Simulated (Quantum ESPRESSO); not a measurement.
# WS2 in Quantum ESPRESSO: work function with PBE+D3

Aim: the work function of WS2 with PBE+D3.

All numbers are computed with Quantum ESPRESSO 7.5; they aren't measurements. Logs are shortened: lines on timing, memory, paths and dates and some standing lists are left out, and cuts for length are marked.

## 1. Starting point

The cell holds a slab with vacuum, 12 atoms: a = 6.316 Å, b = 6.316 Å, c = 22.501 Å, α = 90.00°, β = 90.00°, γ = 120.00°.

## 2. Work function, PBE+D3, slab alone

The input, pw.in:

```
&CONTROL
  calculation = 'scf'
  prefix = 'pwscf'
  outdir = './tmp'
  pseudo_dir = './pseudo'
  tprnfor = .true.
  disk_io = 'low'
  tefield = .true.
  dipfield = .true.
/
&SYSTEM
  ibrav = 0
  celldm(1) = 8
  nat = 12
  ntyp = 2
  ecutwfc = 45
  ecutrho = 270
  nbnd = 67
  occupations = 'smearing'
  smearing = 'mp'
  degauss = 0.00367493
  vdw_corr = 'grimme-d3'
  dftd3_version = 3
  edir = 3
  emaxpos = 0.9029
  eopreg = 0.0444
  eamp = 0
/
&ELECTRONS
  conv_thr = 1.2d-08
  electron_maxstep = 150
  mixing_beta = 0.3
  mixing_mode = 'local-TF'
  tqr = .true.
/
ATOMIC_SPECIES
S     32.0600 S.GGA_PBE-JTH.UPF
W    183.8400 W.GGA_PBE-JTH.UPF
CELL_PARAMETERS alat
  1.4919391384793  -0.0000000000000   0.0000000000000
 -0.7459695692751   1.2920571948304   0.0000000000000
  0.0000000000000   0.0000000000000   5.3150567625078
ATOMIC_POSITIONS crystal
S      0.6666667400    0.3333334100    0.3555420400
S      0.6666665600    0.8333332400    0.3555420400
S      0.1666667000    0.3333334100    0.3555420400
S      0.1666666800    0.8333332400    0.3555420400
W      0.3333332500    0.1666666100    0.4259383000
W      0.3333333200    0.6666666300    0.4259383000
W      0.8333332800    0.1666666100    0.4259383000
W      0.8333333500    0.6666666300    0.4259383000
S      0.6666667400    0.3333334100    0.4946636400
S      0.6666665600    0.8333332400    0.4946636400
S      0.1666667000    0.3333334100    0.4946636400
S      0.1666666800    0.8333332400    0.4946636400
K_POINTS automatic
2 2 1 0 0 0
```

The input, pp_density.in:

```
&INPUTPP
  prefix = 'pwscf'
  outdir = './tmp'
  filplot = 'density.dat'
  plot_num = 0
/
&PLOT
  nfile = 1
  filepp(1) = 'density.dat'
  iflag = 3
  output_format = 6
  fileout = 'density.cube'
/
```

The input, pp_potential.in:

```
&INPUTPP
  prefix = 'pwscf'
  outdir = './tmp'
  filplot = 'potential.dat'
  plot_num = 11
/
&PLOT
  nfile = 1
  filepp(1) = 'potential.dat'
  iflag = 3
  output_format = 6
  fileout = 'potential.cube'
/
```

Potentials or basis: JTH 2.0 PBE.

The run is started by

```console
> OMP_NUM_THREADS=1 mpirun -n 4 pw.x -in pw.in > pw.out
> OMP_NUM_THREADS=1 mpirun -n 1 pp.x -in pp_density.in > pp_density.out
> OMP_NUM_THREADS=1 mpirun -n 1 pp.x -in pp_potential.in > pp_potential.out
```

pw.out:

```text
This program is part of the open-source Quantum ESPRESSO suite
     for quantum simulation of materials; please cite
         "P. Giannozzi et al., J. Phys.:Condens. Matter 21 395502 (2009);
         "P. Giannozzi et al., J. Phys.:Condens. Matter 29 465901 (2017);
         "P. Giannozzi et al., J. Chem. Phys. 152 154105 (2020);
     in publications or presentations arising from this work. More details at

     Presently no symmetry can be used with electric field

     file S.GGA_PBE-JTH.UPF: wavefunction(s)  3S 0S 3P 0P renormalized
     file W.GGA_PBE-JTH.UPF: wavefunction(s)  5S 6S 5P 6P 5D 0D renormalized
     Found identity + ( -0.0000  0.5000  0.0000) symmetry
     This is a supercell, fractional translations are disabled

     Subspace diagonalization in iterative solution of the eigenvalue problem:
     a serial algorithm will be used

     --------------------
     sticks:   dense  smooth     PW     G-vecs:    dense   smooth      PW
     Min         663     442    127                98251    53513    8387
     Max         664     445    128                98260    53515    8400
     Sum        2653    1777    511               393019   214057   33571

     Using Slab Decomposition

     bravais-lattice index     =            0
     lattice parameter (alat)  =       8.0000  a.u.
     unit-cell volume          =    5245.7877 (a.u.)^3
     number of atoms/cell      =           12
     number of atomic types    =            2
     number of electrons       =       104.00
     number of Kohn-Sham states=           67
     kinetic-energy cutoff     =      45.0000  Ry
     charge density cutoff     =     270.0000  Ry
     scf convergence threshold =      1.2E-08
     mixing beta               =       0.3000
     number of iterations used =            8  local-TF  mixing
     Exchange-correlation= SLA PW PBX PBC
                           (   1   4   3   4   0   0   0)

     celldm(1)=   8.000000  celldm(2)=   0.000000  celldm(3)=   0.000000
     celldm(4)=   0.000000  celldm(5)=   0.000000  celldm(6)=   0.000000

     crystal axes: (cart. coord. in units of alat)
               a(1) = (   1.491939  -0.000000   0.000000 )
               a(2) = (  -0.745970   1.292057   0.000000 )
               a(3) = (   0.000000   0.000000   5.315057 )

     reciprocal axes: (cart. coord. in units 2 pi/alat)
               b(1) = (  0.670269  0.386980 -0.000000 )
               b(2) = (  0.000000  0.773960 -0.000000 )
               b(3) = ( -0.000000 -0.000000  0.188145 )

     PseudoPot. # 1 for S  read from file:
     S.GGA_PBE-JTH.UPF
     Pseudo is Projector augmented-wave + core cor, Zval =  6.0
     Generated using ATOMPAW code
     Shape of augmentation charge: SINC**2
     Using radial grid of  999 points,  4 beta functions with:
                l(1) =   0
                l(2) =   0
                l(3) =   1
                l(4) =   1
     Q(r) pseudized with 0 coefficients

     PseudoPot. # 2 for W  read from file:
     W.GGA_PBE-JTH.UPF
     Pseudo is Projector augmented-wave + core cor, Zval = 14.0
     Generated using ATOMPAW code
     Shape of augmentation charge: BESSEL
     Using radial grid of 1121 points,  6 beta functions with:
                l(1) =   0
                l(2) =   0
                l(3) =   1
                l(4) =   1
                l(5) =   2
                l(6) =   2
     Q(r) pseudized with 0 coefficients

     atomic species   valence    mass     pseudopotential
     S                 6.00    32.06000     S ( 1.00)
     W                14.00   183.84000     W ( 1.00)

     No symmetry found

   Cartesian axes

     site n.     atom                  positions (alat units)
         1        S      tau(   1) = (   0.7459696   0.4306858   1.8897261  )
         2        S      tau(   2) = (   0.3729847   1.0767142   1.8897261  )
         3        S      tau(   3) = (  -0.0000000   0.4306858   1.8897261  )
         4        S      tau(   4) = (  -0.3729847   1.0767142   1.8897261  )
         5        W      tau(   5) = (   0.3729847   0.2153428   2.2638862  )
         6        W      tau(   6) = (   0.0000000   0.8613714   2.2638862  )
         7        W      tau(   7) = (   1.1189543   0.2153428   2.2638862  )
         8        W      tau(   8) = (   0.7459696   0.8613714   2.2638862  )
         9        S      tau(   9) = (   0.7459696   0.4306858   2.6291653  )
        10        S      tau(  10) = (   0.3729847   1.0767142   2.6291653  )
        11        S      tau(  11) = (  -0.0000000   0.4306858   2.6291653  )
        12        S      tau(  12) = (  -0.3729847   1.0767142   2.6291653  )

     --------------------------------------------
     DFT-D3 Dispersion Correction (3-body terms):
     --------------------------------------------
       Reference C6 values for interpolation:

         atom   Coordination number   C6
         S          0.000           268.01
         S          0.995           261.99
         S          1.990           251.62
         W          0.000          1628.72
         W          1.929          1086.81
         W         10.915           796.19

       Values used:

         atom   Coordination number  R0_AB[au]  C6      C8
         S          3.722            3.128    251.62  12327.25
         S          3.722            3.128    251.62  12327.25
         S          3.722            3.128    251.62  12327.25
         S          3.722            3.128    251.62  12327.25
         W          9.941            3.766    796.19 128250.55
         W          9.941            3.766    796.19 128250.55
         W          9.941            3.766    796.19 128250.55
         W          9.941            3.766    796.19 128250.55
         S          3.736            3.128    251.62  12327.25
         S          3.736            3.128    251.62  12327.25
         S          3.736            3.128    251.62  12327.25
         S          3.736            3.128    251.62  12327.25

         Molecular C6 ( Ry / a.u.^6 ) =     57419.80

     number of k points=     4  Methfessel-Paxton smearing, width (Ry)=  0.0037
                       cart. coord. in units 2pi/alat
        k(    1) = (   0.0000000   0.0000000   0.0000000), wk =   0.5000000
        k(    2) = (   0.0000000  -0.3869798   0.0000000), wk =   0.5000000
        k(    3) = (  -0.3351343  -0.1934899   0.0000000), wk =   0.5000000
        k(    4) = (  -0.3351343  -0.5804697   0.0000000), wk =   0.5000000

     Dense  grid:   393019 G-vectors     FFT dimensions: (  64,  64, 225)

     Smooth grid:   214057 G-vectors     FFT dimensions: (  54,  54, 192)
     Real space treatment of Q(r)

     Check: negative core charge=   -0.000005

     Initializing real-space augmentation for DENSE grid
     Message from routine real_space_q:
     integrated real space q too different from target q
     Largest difference:   0.000153 for atom type # 1

     Initial potential from superposition of free atoms

     starting charge     103.9975, renormalised to     104.0000

     negative rho (up, down):  4.260E-01 0.000E+00

     Adding external electric field

     Computed dipole along edir(3) :
        Dipole                0.0000 Ry au,          0.0001 Debye
        Dipole field          0.0000 Ry au,

        Potential amp.       -0.0000 Ry
        Total length         40.6325 bohr

     Starting wfcs are  136 randomized atomic wfcs
     Checking if some PAW data can be deallocated...

     Self-consistent Calculation

     iteration #  1     ecut=    45.00 Ry     beta= 0.30
     Davidson diagonalization with overlap
     ethr =  1.00E-02,  avg # of iterations =  3.2

     Threshold (ethr) on eigenvalues was too large:
     Diagonalizing with lowered threshold

     Davidson diagonalization with overlap
     ethr =  3.14E-04,  avg # of iterations =  4.8

     negative rho (up, down):  4.449E-01 0.000E+00

     Adding external electric field

     Computed dipole along edir(3) :
        Dipole                0.0001 Ry au,          0.0004 Debye
        Dipole field          0.0000 Ry au,

        Potential amp.       -0.0000 Ry
        Total length         40.6325 bohr

     total energy              =   -3572.36205595 Ry
     estimated scf accuracy    <       0.42565074 Ry

     iteration #  2     ecut=    45.00 Ry     beta= 0.30
     Davidson diagonalization with overlap
     ethr =  4.09E-04,  avg # of iterations =  1.0

     negative rho (up, down):  4.878E-01 0.000E+00

     Adding external electric field

     Computed dipole along edir(3) :
        Dipole                0.0005 Ry au,          0.0012 Debye
        Dipole field          0.0000 Ry au,

        Potential amp.       -0.0001 Ry
        Total length         40.6325 bohr
[... 340 lines left out ...]
        Potential amp.        0.0014 Ry
        Total length         40.6325 bohr

     total energy              =   -3572.25602874 Ry
     estimated scf accuracy    <       0.00000002 Ry

     iteration # 22     ecut=    45.00 Ry     beta= 0.30
     Davidson diagonalization with overlap
     ethr =  1.58E-11,  avg # of iterations =  1.2

     negative rho (up, down):  4.837E-01 0.000E+00

     Adding external electric field

     Computed dipole along edir(3) :
        Dipole               -0.0078 Ry au,         -0.0199 Debye
        Dipole field         -0.0000 Ry au,

        Potential amp.        0.0015 Ry
        Total length         40.6325 bohr

     End of self-consistent calculation

          k = 0.0000 0.0000 0.0000 ( 26749 PWs)   bands (ev):

   -75.1046 -75.0859 -75.0859 -75.0858 -39.5445 -39.5445 -39.5445 -39.3569
   -39.2890 -39.2889 -39.2889 -39.2691 -39.2691 -39.2691 -39.1839 -39.1839
   -15.9926 -14.3179 -13.7965 -13.7965 -13.7965 -13.5422 -13.5422 -13.5422
    -7.6948  -7.6948  -7.6948  -7.5738  -6.3444  -6.3444  -6.3444  -5.6056
    -5.6056  -5.6056  -4.5528  -4.5528  -4.5528  -3.9809  -3.9809  -3.3035
    -3.3035  -3.3035  -3.2993  -2.7084  -2.7084  -2.3533  -2.3533  -2.3533
    -2.0606  -2.0606  -2.0606  -1.2043   1.8163   1.8163   1.8524   1.8524
     1.8524   2.0234   2.0234   2.2844   2.2844   2.2844   2.9783   2.9783
     2.9784   3.6958   3.6958

          k = 0.0000-0.3870 0.0000 ( 26750 PWs)   bands (ev):

   -75.0952 -75.0952 -75.0858 -75.0858 -39.4782 -39.4782 -39.3671 -39.3671
   -39.3377 -39.3377 -39.3230 -39.3230 -39.2890 -39.2890 -39.2268 -39.2268
   -15.0358 -15.0358 -13.9709 -13.9709 -13.8270 -13.8270 -13.5173 -13.5173
    -6.9001  -6.9001  -6.6822  -6.6822  -6.4533  -6.4533  -5.6477  -5.6477
    -5.3033  -5.3033  -5.0317  -5.0317  -4.7141  -4.7141  -4.4691  -4.4691
    -3.8166  -3.8166  -3.0983  -3.0983  -3.0688  -3.0688  -2.8095  -2.8095
    -2.0005  -2.0005  -1.7137  -1.7137   1.2050   1.2050   1.3653   1.3653
     1.4952   1.4952   2.1238   2.1238   2.2920   2.2920   2.3505   2.3505
     3.0818   3.0818   4.1141

          k =-0.3351-0.1935 0.0000 ( 26750 PWs)   bands (ev):

   -75.0952 -75.0952 -75.0858 -75.0858 -39.4783 -39.4782 -39.3671 -39.3671
   -39.3377 -39.3377 -39.3230 -39.3230 -39.2890 -39.2890 -39.2268 -39.2268
   -15.0358 -15.0358 -13.9709 -13.9709 -13.8270 -13.8270 -13.5173 -13.5173
    -6.9001  -6.9001  -6.6822  -6.6822  -6.4533  -6.4533  -5.6477  -5.6477
    -5.3033  -5.3033  -5.0317  -5.0317  -4.7141  -4.7141  -4.4691  -4.4691
    -3.8166  -3.8166  -3.0983  -3.0983  -3.0688  -3.0688  -2.8095  -2.8095
    -2.0005  -2.0005  -1.7137  -1.7137   1.2050   1.2050   1.3653   1.3653
     1.4952   1.4952   2.1238   2.1238   2.2920   2.2920   2.3505   2.3505
     3.0818   3.0818   4.1141

          k =-0.3351-0.5805 0.0000 ( 26750 PWs)   bands (ev):

   -75.0952 -75.0952 -75.0858 -75.0858 -39.4782 -39.4782 -39.3671 -39.3671
   -39.3377 -39.3377 -39.3230 -39.3230 -39.2890 -39.2890 -39.2268 -39.2268
   -15.0358 -15.0358 -13.9709 -13.9709 -13.8270 -13.8270 -13.5173 -13.5173
    -6.9001  -6.9001  -6.6822  -6.6822  -6.4533  -6.4533  -5.6477  -5.6477
    -5.3033  -5.3033  -5.0317  -5.0317  -4.7141  -4.7141  -4.4691  -4.4691
    -3.8166  -3.8166  -3.0983  -3.0983  -3.0688  -3.0688  -2.8095  -2.8095
    -2.0005  -2.0005  -1.7137  -1.7137   1.2050   1.2050   1.3653   1.3653
     1.4952   1.4952   2.1238   2.1238   2.2920   2.2920   2.3505   2.3505
     3.0818   3.0818   4.1141

     the Fermi energy is    -0.3996 ev

!    total energy              =   -3572.25602859 Ry
     total all-electron energy =     -3572.256029 Ry
     estimated scf accuracy    <          7.0E-09 Ry
     smearing contrib. (-TS)   =       0.00000000 Ry
     internal energy E=F+TS    =   -3572.25602859 Ry

     The total energy is F=E-TS. E is the sum of the following terms:
     one-electron contribution =   -5325.38913461 Ry
     hartree contribution      =    2688.75719698 Ry
     xc contribution           =    -161.64392072 Ry
     ewald contribution        =    2077.53173291 Ry
     DFT-D3 Dispersion         =      -0.13156808 Ry
     electric field correction =       0.00000015 Ry
     one-center paw contrib.   =   -2851.38033521 Ry

     convergence has been achieved in  22 iterations

     negative rho (up, down):  4.837E-01 0.000E+00

     Forces acting on atoms (cartesian axes, Ry/au):

     atom    1 type  1   force =    -0.00000046   -0.00000078    0.00250517
     atom    2 type  1   force =     0.00000000   -0.00000061    0.00250515
     atom    3 type  1   force =    -0.00000022   -0.00000033    0.00250449
     atom    4 type  1   force =    -0.00000024   -0.00000021    0.00250521
     atom    5 type  2   force =     0.00001363   -0.00000320   -0.02429762
     atom    6 type  2   force =     0.00000317    0.00000710   -0.02429216
     atom    7 type  2   force =    -0.00001236   -0.00000878   -0.02430110
     atom    8 type  2   force =    -0.00000319    0.00000851   -0.02430281
     atom    9 type  1   force =    -0.00000036   -0.00000044    0.02179376
     atom   10 type  1   force =     0.00000004   -0.00000033    0.02179321
     atom   11 type  1   force =     0.00000002   -0.00000076    0.02179332
     atom   12 type  1   force =    -0.00000002   -0.00000017    0.02179337

     Total force =     0.065472     Total SCF correction =     0.000514

=------------------------------------------------------------------------------=
   JOB DONE.
=------------------------------------------------------------------------------=
```

Wall time 2.1 min (4 MPI ranks of Intel Xeon 6975P-C (Granite Rapids), shared host); peak memory 0.92 GiB.

Results:

* Free energy: -48603.0193 eV
* Largest force: 0.625 eV/Å
* Band gap on the k mesh: 2.41 eV
* Dipole across the slab: -0.02 D
* Ionisation potential of the upper face: 5.76 eV
* Electron affinity of the upper face: 3.35 eV

Forces in eV/Å, atoms in the order of the input:
```
S    0.000  0.000  0.064
S    0.000  0.000  0.064
S    0.000  0.000  0.064
S    0.000  0.000  0.064
W    0.000  0.000 -0.625
W    0.000  0.000 -0.625
W    0.000  0.000 -0.625
W    0.000  0.000 -0.625
S    0.000  0.000  0.560
S    0.000  0.000  0.560
S    0.000  0.000  0.560
S    0.000  0.000  0.560
```

Caveat: the k mesh is coarse (spacing up to 0.57 Å⁻¹), so the values aren't converged; real space augmentation costs some meV and hundredths of eV per Å; ionisation potential and electron affinity come from Kohn-Sham levels, which understate the gap; this smearing can shift energies of a crystal with a gap; spin-orbit coupling is left out, which moves the levels of the heavy elements.
